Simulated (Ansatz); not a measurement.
A plane-wave DFT run in Ansatz 0.2.0 (scalar-relativistic PAW potentials unless the input names others): input and command.

```yaml
crystal:
  lattice:
    - [0.0, -2.8623511841, 2.8623511841]
    - [-2.8623511841, 2.8623511841, 0.0]
    - [-2.8623511841, -2.8623511841, -2.8623511841]
  atoms:
    - { symbol: Al, position: [0.6666666667, 0.3333333333, 0.1666666667] }
    - { symbol: Al, position: [0.3333333333, 0.6666666667, 0.8333333333] }
    - { symbol: Al, position: [0.0, 0.0, 0.5] }
    - { symbol: Ni, position: [0.0, 1.0, 0.0] }
    - { symbol: Ni, position: [0.6666666667, 0.3333333333, 0.6666666667] }
    - { symbol: Ni, position: [0.3333333333, 0.6666666667, 0.3333333333] }
basis:
  ecutwfc: 420
  ecutrho_ratio: 0
kpoints:
  mp_grid: { grid: [12, 12, 8] }
hamiltonian:
  xc: pbesol
scf:
  occupations: { method: gaussian, width: 0.1 }
  max_iter: 80
output:
  forces: true
  eigenvalues: true
  stress: true
```

```bash
ansatz run input.yaml --threads 1 --pin off --max-ram 2560MiB --backend cpu --events-out ev --progress --plain --runs-dir out
```

Task: Will this input run?

Result: The program refuses it, because of a density cutoff too low for products of the waves, which reach up to 4 times the waves' cutoff (basis.ecutrho_ratio: not typed → 0). Without that key it is accepted.

Abridged log:
```
Error: invalid value for `basis.ecutrho_ratio`: must be in [1, 1024]; got 0
```